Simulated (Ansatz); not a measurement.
## CuZn and the effect of the dispersion correction

The cell as given:

Symmetry: Pm-3m, No. 221, cubic system. The conventional cell has a = 2.945 Å, b = 2.945 Å, c = 2.945 Å, α = 90.00°, β = 90.00°, γ = 90.00°. Zn (site symmetry m-3m) is surrounded by 8 Cu at 2.55 Å. Around Cu (site symmetry m-3m) lie 8 Zn at 2.55 Å.

Kept alike: task relaxation of cell and atoms; functional PBEsol; k mesh 9 × 9 × 9; occupations fermi-dirac, width 0.05 eV; no spin polarisation. Program: Ansatz, Ansatz PAW, cutoff 420 eV. The mesh is that of the run's cell of 2 atoms. No spin-orbit coupling.

| dispersion correction | volume (Å³/atom) |
| --- | --- |
| D3(BJ) | 11.785 |
| D3(BJ)-ATM | 11.925 |
| D4 | 12.039 |
| none | 12.321 |

The relaxations keep at least the cell's symmetry (Pm-3m). For a metal such a mesh leaves the last digits unconverged. Relaxations stop with a little pressure left, so the last digits of a volume or edge aren't settled. Ansatz's relaxations hold a Pulay term in the stress (up to 0.2 GPa here). All rows use potentials made for PBE.

The volume runs from 11.785 (D3(BJ)) to 12.321 Å³/atom (none). Against no correction: D3(BJ) -4.4 %; D3(BJ)-ATM -3.2 %; D4 -2.3 %. Dispersion terms mostly attract and so lower the volume; the schemes' coefficients and damping set how far.
